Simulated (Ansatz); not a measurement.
# Hf/SiC/Zr: conductance against the thickness of the layer, part 3 of 7

How fast does the current through Hf/SiC/Zr fall with each added layer? The lower electrode is Hf hcp(0001), the upper one Zr hcp(0001); the barrier is SiC zinc blende(111) (whole bilayers). In the first transport cell, after relaxation, the nearest pair of electrode and barrier is Hf–C at 2.19 Å, along the normal, at the lower face and Zr–Si at 3.07 Å, at a slant, at the upper one. All share a net of side 3.2 Å, which strains the lower electrode by +0.0 %, the upper one by -0.9 % and the barrier by +3.3 %, against typed lattice constants near PBE's. The first steps treat the bulk electrodes alone.

Ansatz 0.2.0; PBE DFT, plane waves, PAW files (the session's first sound run).

So far. Step 4 (Relaxing the interfaces): The largest force component on a free atom ends at 0.024 eV/Å. At one or more of this run's solves the program warned of density in the dipole ramp over its bound, where dipole, forces and levels can be off.

## (5) The open system: T(E)

This step: PBE DFT, plane waves, PAW files; ballistic transmission by layer matching between semi-infinite leads (Ansatz 0.2.0).

System of this step: Hf/SiC/Zr. The cell holds 28 atoms: 11 Hf, 3 C, 3 Si and 11 Zr. Cell: a = 3.200 Å, b = 3.200 Å, c = 75.730 Å, α = 90.0°, β = 90.0°, γ = 120.0°. Regions: left electrode, 11 atoms (11 Hf); barrier, 6 atoms (3 C and 3 Si); right electrode, 11 atoms (11 Zr). Vacuum lies along c.

The relaxed core is set between ideal electrode layers (this cell holds 6 atomic planes between the electrodes; where that differs from the relaxed slab, whole periods were copied in or cut out without a new relaxation), which the solver continues as semi-infinite leads. A wide energy window on a coarse mesh (12×12) shows where the Fermi level lies against the barrier's bands; the projected density of states shows how far the metals' states reach in.

Contents of input.yaml:

```yaml
crystal:
  lattice:
    - [3.2, 0.0, 0.0]
    - [-1.6, 2.7712812921, 0.0]
    - [0.0, 0.0, 75.7304625315]
  atoms:
    - { symbol: Hf, position: [0.33333333, 0.66666667, 0.0924330813] }
    - { symbol: Hf, position: [0.0, 0.0, 0.1259637043] }
    - { symbol: Hf, position: [0.33333333, 0.66666667, 0.1594943273] }
    - { symbol: Hf, position: [0.0, 0.0, 0.1930249503] }
    - { symbol: Hf, position: [0.33333333, 0.66666667, 0.2265555733] }
    - { symbol: Hf, position: [0.0, 0.0, 0.2600861963] }
    - { symbol: Hf, position: [0.33333333, 0.66666667, 0.2936168193] }
    - { symbol: Hf, position: [0.0, 0.0, 0.3271474423] }
    - { symbol: Hf, position: [0.33333333, 0.66666667, 0.3606780653] }
    - { symbol: Hf, position: [0.0, 0.0, 0.3942086883] }
    - { symbol: Hf, position: [0.33333333, 0.66666667, 0.428274876] }
    - { symbol: C, position: [0.33333333, 0.66666667, 0.45715052] }
    - { symbol: Si, position: [0.66666667, 0.33333333, 0.4645342563] }
    - { symbol: C, position: [0.66666667, 0.33333333, 0.4899781709] }
    - { symbol: Si, position: [0.0, 0.0, 0.4978023074] }
    - { symbol: C, position: [0.0, 0.0, 0.5230586045] }
    - { symbol: Si, position: [0.33333333, 0.66666667, 0.5317324873] }
    - { symbol: Zr, position: [0.66666667, 0.33333333, 0.5640318986] }
    - { symbol: Zr, position: [0.33333333, 0.66666667, 0.5974917133] }
    - { symbol: Zr, position: [0.66666667, 0.33333333, 0.6319445139] }
    - { symbol: Zr, position: [0.33333333, 0.66666667, 0.6663973145] }
    - { symbol: Zr, position: [0.66666667, 0.33333333, 0.7008501151] }
    - { symbol: Zr, position: [0.33333333, 0.66666667, 0.7353029157] }
    - { symbol: Zr, position: [0.66666667, 0.33333333, 0.7697557163] }
    - { symbol: Zr, position: [0.33333333, 0.66666667, 0.8042085169] }
    - { symbol: Zr, position: [0.66666667, 0.33333333, 0.8386613175] }
    - { symbol: Zr, position: [0.33333333, 0.66666667, 0.8731141181] }
    - { symbol: Zr, position: [0.66666667, 0.33333333, 0.9075669187] }
kpoints:
  mp_grid: { grid: [12, 12, 1] }
scf:
  occupations: { method: fermi_dirac, width: 0.1 }
  max_iter: 150
hamiltonian:
  xc: pbe
output:
  transmission:
    kmesh: [12, 12]
    e_range: [-4, 2]
    de: 0.1
    leads: [[4, 6], [22, 24]]
  dos: { projected: true, e_range: [-6, 5], de: 0.05 }
  write_potential: true
  write_density: true
  volumetric_format: npy
  elf: true
```

Run with:

```sh
$ ansatz run input.yaml --threads 4 --pin off --max-ram 12288MiB --backend cpu --events-out ev --progress --plain --runs-dir out
```

Numbers of over 12 decimals in the logs are rounded to 6 here.

Output:

```text
[...]
Crystal: 28 atoms, lattice volume = 671.585 Å³
Basis set: ecut = 420 eV, 13297 PW (Γ)
Bands: 266, of which v1, the nominal top of the filled ones, is band 221 counted from 1 (220 counted from 0)
Symmetry: 6 space group operations
[...]
k-points: 19 of 144 (time reversal used)
[...]
SCF iter   1: F=—  HF=-221616.258648 eV  |F-HF|=—  |Δ(HF+E_count)|=         —  Δρ=1.22e-2  dr2=5.88e2  ethr=1.77e-3  ⟨swp⟩=6.5  Hψ=18190  notcnv=0  defer=5
[...]
SCF iter  10: F=-221615.497458 eV  HF=-221615.497458 eV  |F-HF|=2.83e-8  |Δ(HF+E_count)|=   4.83e-8  Δρ=9.63e-7  dr2=2.91e-8  ethr=2.26e-11  ⟨swp⟩=3.8  Hψ=11777  notcnv=0
SCF 1 converged in 10 iterations: F = -221615.497458 eV  dr2 = 2.91e-8
[...]
transmission: 141 of 1406 steps passed
transmission: 282 of 1406 steps passed
[...]
transmission: 1406 of 1406 steps passed
WARN: The output density's exchange-correlation potential varies sharply where the density is thin. Do not read a vacuum level from v_tot or v_xc, or from such a field of the output density. On a cell that repeats whose density bears no net charge and no dipole along the vacuum's axis use v_es (v_loc + v_h of the components); under efield.dipole_correction with no amplitude use v_es + v_field, which holds any externa [...]
SCF converged after 10 iterations
Free energy (F): -221615.497458 eV
[...]
Internal energy: -221614.647887 eV  (E = F + TS)
E sigma→0 (E₀):  -221615.072672 eV
Entropy (-TS):   -0.849571 eV (-30.342 meV/atom)
Fermi energy:    12.956163 eV
[...]
--- Band table (eV; the first three rows and the last of 19) ---
  k-point 0: bands = [... 217 lower, 13.7587, 13.7587, 13.7722, 13.7722, 13.8016, 13.8034, 13.8034, 13.8387, ... 41 higher]
  k-point 1: bands = [... 217 lower, 13.5402, 13.5423, 13.5968, 13.6291, 13.6550, 13.6787, 13.7005, 13.7120, ... 41 higher]
  k-point 2: bands = [... 217 lower, 13.0530, 13.0765, 13.1517, 13.1680, 13.2558, 13.2662, 13.3148, 13.3944, ... 41 higher]
  k-point 18: bands = [... 217 lower, 12.0996, 12.2416, 12.6550, 12.7793, 12.8254, 12.8297, 12.9305, 12.9742, ... 41 higher]
--- Transmission ---
  basis      : 85 plane waves across, 74 finite elements along
  points     : 19, standing for a mesh of 12 x 12
  energies   : 61 from -4.000000 to 2.000000 eV about the Fermi level, 0.100000 eV apart; the leads are filled to 0.000000 eV, and channels, transmission and decay are at 0.000000 eV
  crystal 0  : Hf2, at the sites [4, 6], period 5.0786 Å, over 25.39 Å; its Hamiltonian steps by up to 87.2 meV: too much for a lead, lay more layers or, if its atoms are ordered, name the step of that order
    offset         : up to 0.0000 Å between an atom of the period and one for which it stands
    channels       : 7.083333e-1 a spin
    conductance    : none, the energies end too early or step too widely for 300 K: set another output.transmission.e_range or a lower de, or, where they end at an eighth of basis.ecutwfc, a higher one
    slowest decay  : 0.1010 /Å at (0.1667, 0.0833)
  crystal 1  : Zr2, at the sites [22, 24], period 5.2183 Å, over 26.09 Å; its Hamiltonian steps by up to 27.9 meV: too much for a lead, lay more layers or, if its atoms are ordered, name the step of that order
[...]
channels       : 5.972222e-1 a spin
[...]
slowest decay  : 0.0336 /Å at (0.3333, 0.1667)
  junction   : crystal 0 to crystal 1, 19.12 to 52.47 Å
    transmission   : 4.839015e-2 a spin
[...]
```

Wall time 7.1 min (4 threads of Arm Neoverse V1, shared host); peak memory 5.8 GiB.

Numbers from this step:

```yaml
free_energy: -221615.4975 eV
fermi_energy: 12.96 eV
level_to_which_the_leads_are_filled: 0 eV from the Fermi level
transmission_at_the_fermi_level_a_spin_zone_mean: 0.04839
channels_of_the_lower_lead: 0.7083
channels_of_the_upper_lead: 0.5972
potential_step_in_the_lower_lead: 87.2 meV
potential_step_in_the_upper_lead: 27.9 meV
```

One spin. Table of transmission, zone mean by energy, zero at the Fermi level:

```
energy (eV)  transmission, zone mean
      -4.00                    0.119
      -3.80                    0.104
      -3.70                    0.101
      -3.50                    0.102
      -3.40                    0.108
      -3.20                    0.146
      -3.00                    0.123
      -2.90                    0.158
      -2.70                    0.205
      -2.50                    0.243
      -2.40                    0.185
      -2.20                    0.108
      -2.10                   0.0894
      -1.90                    0.111
      -1.70                   0.0390
      -1.60                   0.0291
      -1.40                    0.180
      -1.30                    0.194
      -1.20                    0.166
      -1.10                    0.123
      -0.90                    0.133
      -0.80                    0.128
      -0.60                   0.0728
      -0.40                   0.0679
      -0.30                   0.0606
      -0.10                   0.0602
       0.00                   0.0484
       0.10                   0.0513
       0.20                   0.0599
       0.40                   0.0435
       0.50                   0.0772
       0.60                    0.151
       0.70                   0.0958
       0.90                   0.0865
       1.00                   0.0425
       1.20                   0.0652
       1.40                   0.0933
       1.50                   0.0861
       1.70                   0.0370
       1.80                  0.00836
       2.00                   0.0121
```

One spin. Open channels, zone mean against energy, zero at the Fermi level:

```
energy (eV)  lower lead  upper lead
      -4.00       0.590       0.257
      -3.80       0.590       0.257
      -3.60       0.667       0.257
      -3.40       0.792       0.382
      -3.20       0.854       0.424
      -3.00       0.854       0.542
      -2.80       0.812       0.833
      -2.60        0.75       0.792
      -2.30       0.583       0.958
      -2.10       0.562       0.729
      -1.90       0.576       0.785
      -1.70       0.368       0.576
      -1.50       0.785       0.743
      -1.30        1.02       0.812
      -1.10        1.44       0.993
      -0.90        1.60        1.52
      -0.70        1.17        1.52
      -0.50       0.333        1.10
      -0.30       0.458       0.562
      -0.10       0.528       0.604
       0.00       0.708       0.597
       0.10        0.75           1
       0.30        1.12        1.31
       0.60        1.47        1.68
       0.80        1.17        1.33
       1.00        1.33        1.06
       1.20        1.02        1.14
       1.40       0.729        1.41
       1.60        1.18        1.23
       1.80        1.20        1.20
       2.00       0.979        1.12
```

Transmission over k1 and k2. At 0.0000 eV from the Fermi level.

Ten even steps from '0' (0.000) to '9' (0.719):
```
000000000000
000000000000
000000000000
000001000000
000019910000
000009790000
000001991000
000000010000
000000000000
000000000000
000000000000
000000000000
```
Columns: k1 (b1) from -0.5 to 0.417; rows upwards: k2 (b2) from -0.5 to 0.417.

Open channels of the lower lead over k1 and k2. At 0.0000 eV from the Fermi level.

Values, 12 rows by 12 columns:
```
0.00 0.00 0.00 0.00 0.00 0.00 0.00 0.00 2.00 2.00 2.00 2.00
2.00 0.00 0.00 0.00 0.00 0.00 0.00 0.00 2.00 2.00 2.00 2.00
2.00 0.00 0.00 0.00 0.00 0.00 0.00 0.00 0.00 2.00 2.00 2.00
2.00 0.00 0.00 0.00 1.00 1.00 1.00 0.00 0.00 0.00 2.00 2.00
0.00 0.00 0.00 0.00 1.00 2.00 2.00 1.00 0.00 0.00 0.00 0.00
0.00 0.00 0.00 0.00 1.00 2.00 2.00 2.00 1.00 0.00 0.00 0.00
0.00 0.00 0.00 0.00 0.00 1.00 2.00 2.00 1.00 0.00 0.00 0.00
2.00 2.00 2.00 0.00 0.00 0.00 1.00 1.00 1.00 0.00 0.00 0.00
2.00 2.00 2.00 2.00 0.00 0.00 0.00 0.00 0.00 0.00 0.00 0.00
2.00 2.00 2.00 2.00 2.00 0.00 0.00 0.00 0.00 0.00 0.00 0.00
0.00 2.00 2.00 2.00 2.00 0.00 0.00 0.00 0.00 0.00 0.00 0.00
0.00 0.00 2.00 2.00 2.00 0.00 0.00 0.00 2.00 2.00 2.00 0.00
```
Columns: k1 (b1) from -0.5 to 0.417; rows upwards: k2 (b2) from -0.5 to 0.417.

Open channels of the upper lead over k1 and k2. At 0.0000 eV from the Fermi level.

Values, 12 rows by 12 columns:
```
0.00 0.00 0.00 0.00 0.00 0.00 0.00 0.00 2.00 2.00 2.00 2.00
0.00 0.00 0.00 0.00 0.00 0.00 0.00 0.00 0.00 2.00 0.00 2.00
2.00 0.00 0.00 0.00 0.00 0.00 0.00 0.00 0.00 2.00 2.00 2.00
0.00 0.00 0.00 0.00 2.00 2.00 2.00 0.00 0.00 0.00 0.00 2.00
0.00 0.00 0.00 0.00 2.00 2.00 2.00 2.00 0.00 0.00 0.00 0.00
0.00 0.00 0.00 0.00 2.00 2.00 2.00 2.00 2.00 0.00 0.00 0.00
0.00 0.00 0.00 0.00 0.00 2.00 2.00 2.00 2.00 0.00 0.00 0.00
0.00 2.00 0.00 0.00 0.00 0.00 2.00 2.00 2.00 0.00 0.00 0.00
2.00 2.00 2.00 2.00 0.00 0.00 0.00 0.00 0.00 0.00 0.00 0.00
0.00 2.00 0.00 2.00 0.00 0.00 0.00 0.00 0.00 0.00 0.00 0.00
0.00 2.00 2.00 2.00 2.00 0.00 0.00 0.00 0.00 0.00 0.00 0.00
0.00 0.00 0.00 2.00 0.00 0.00 0.00 0.00 0.00 2.00 0.00 0.00
```
Columns: k1 (b1) from -0.5 to 0.417; rows upwards: k2 (b2) from -0.5 to 0.417.

Projected DOS an atom over height of the atomic layer and energy from the Fermi level. Layers: Hf Hf Hf Hf Hf Hf Hf Hf Hf Hf Hf C Si C Si C Si Zr Zr Zr Zr Zr Zr Zr Zr Zr Zr Zr; projections on atoms miss part of the total, and the computed bands can run out at the top of the range; a column is the mean of 2 neighbouring layers, the last of those left over.

Ten even steps from '_' (0.00 states/eV) to '@' (1.78 states/eV), each cell a mean:
```
==::::::::..____::--------==
++========::____::--------++
**########::____==##****####
**######%%==____++@@@@@@%%**
@@%%%%%%%%==____==@@@@@@@@@@
%%%%@@@@%%==____++%%@@@@%%@@
%%++====++==____==**##**##@@
**------==..____--++======**
**######%%--____--##@@@@@@%%
%%######++::____--########%%
====++======::..==**++++++==
--======++**....--**########
==++======--::::==########**
============::::--++++++++==
------------::::::::------::
--------------::............
..::::::::::::::....__..____
..........::----..__________
............::::..__________
__......__..::::____________
__________::----..__________
__________......____________
```
Columns: height of the atomic layer (Å) from 8.27 to 67.4 (not evenly spaced); rows upwards: energy from the Fermi level (eV) from -6 to 2.65.

Electrostatic potential energy in the ca plane at fractional y = 0.667, with atoms of Hf and C and Si and Zr within 0.2 Å of it. With pseudopotentials it is smooth inside the atoms' cores, unlike the true potential.

Ten even steps from '0' (-32 eV) to '9' (15 eV), each cell a mean:
```
98899986567999988999997789998778999999999876
99999986567999998999987778998778999999999876
76789988778998766799998889999888999988899987
31247999899986312479856899999999999732479998
01126999999984111168300599999999998300058999
01116999999984111168300599999999998300058999
21147999999986211478744899999999998621379999
75678988778998766789998899999888999877899987
```
Columns run along c (16.0 Å, from fractional 0.36 to 0.57 of the cell; values clipped at the 3rd and 97th percentile), rows up along a (3.2 Å). Atoms in or near the plane, at fractional coordinates: Hf at (0.36, 0.33), Hf at (0.43, 0.33), C at (0.46, 0.33), Si at (0.53, 0.33).

ELF in the ca plane at fractional y = 0.667, with atoms of Hf and C and Si and Zr within 0.2 Å of it. It is the smooth field of the valence electrons, not physical close to the nuclei.

Ten even steps from '0' (0.03) to '9' (0.91), each cell a mean:
```
12432223421232124432211134543357998434577531
12442223421232124433211124443357998434567521
12211221221111122112201367874225786323578654
43126873134333431257732688885101232102576458
64258996236777642689973873485100000001332259
74269897237777742698973872475100000001332359
43137874134433431368842787885101222102465458
12212321232121122123311467874124676313578655
```
Columns run along c (16.0 Å, from fractional 0.34 to 0.55 of the cell), rows up along a (3.2 Å). Atoms in or near the plane, at fractional coordinates: Hf at (0.36, 0.33), Hf at (0.43, 0.33), C at (0.46, 0.33), Si at (0.53, 0.33).

Valence density in the ca plane at fractional y = 0.667, with atoms of Hf and C and Si and Zr within 0.2 Å of it. It is the smooth field of the valence electrons, not physical close to the nuclei.

Ten steps, logarithmic in the rise over the least value, from '0' (0 e/Å³) to '9' (27 e/Å³), each cell a mean:
```
01000012321000010000011110112221011111000012
00000012321000010000011110112221111111000012
12210001111001122100112110011111001111100011
56641001110002566411233210000000001111111001
89962101110014799632344310000000000100111100
89962101110014899732344310000000000100111100
67741001110012577422233210000000001111111000
23210001111001232101122110011110001121110011
```
Columns run along c (16.0 Å, from fractional 0.36 to 0.57 of the cell), rows up along a (3.2 Å). Atoms in or near the plane, at fractional coordinates: Hf at (0.36, 0.33), Hf at (0.43, 0.33), C at (0.46, 0.33), Si at (0.53, 0.33).

At the Fermi level the transmission is 0.048, as a zone mean for one spin on this coarse mesh. At the Fermi level the layers of this cell's barrier hold from 0.042 to 0.18 states an eV and atom. In the worse lead the potential repeats within 87 meV, which the program flags as too much for a lead, so G carries that doubt.

[end of part 3 of 7]

[Logs are printed without paths, hosts, clocks, repeated set-up lines and the standing remarks that a program may print on its own settings, such as how far it seeks lower states.]

[Hosts, paths, dates, database ids (printed as entryN), source tags and the programs' standing remarks are cut or masked in the printed files.]
